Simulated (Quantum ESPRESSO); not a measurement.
The system is GaP.

```
Ga P
1.0
     0.00000    2.72525    2.72525
     2.72525    0.00000    2.72525
     2.72525    2.72525    0.00000
Ga P
1 1
Direct
  0.00000 0.00000 0.00000
  0.75000 0.75000 0.75000
```

Base run:

| Item | Value |
| --- | --- |
| Program | Quantum ESPRESSO 7.5 |
| Functional | PBE |
| Potentials or basis | PseudoDojo 0.4.1 SR PBE standard |
| Cutoff | 1088 eV |
| Density cutoff | 4354 eV |
| k mesh | 6 × 6 × 6, shifted |
| Occupations | fermi-dirac, width 0.05 eV |
| Spin | no spin polarisation |

Its results: pressure 2.6 GPa; electronic dielectric tensor (diagonal) 10.51.

**Question.** The run is repeated on the same cell with these changes: functional from PBE to WC. What comes out?

**Answer.** Pressure -0.1 GPa; electronic dielectric tensor (diagonal) 10.97.

WC binds more tightly than PBE, so the same cell stands under less pressure.

Caveats: the potentials were made for another functional, which shifts forces and pressure (some runs).
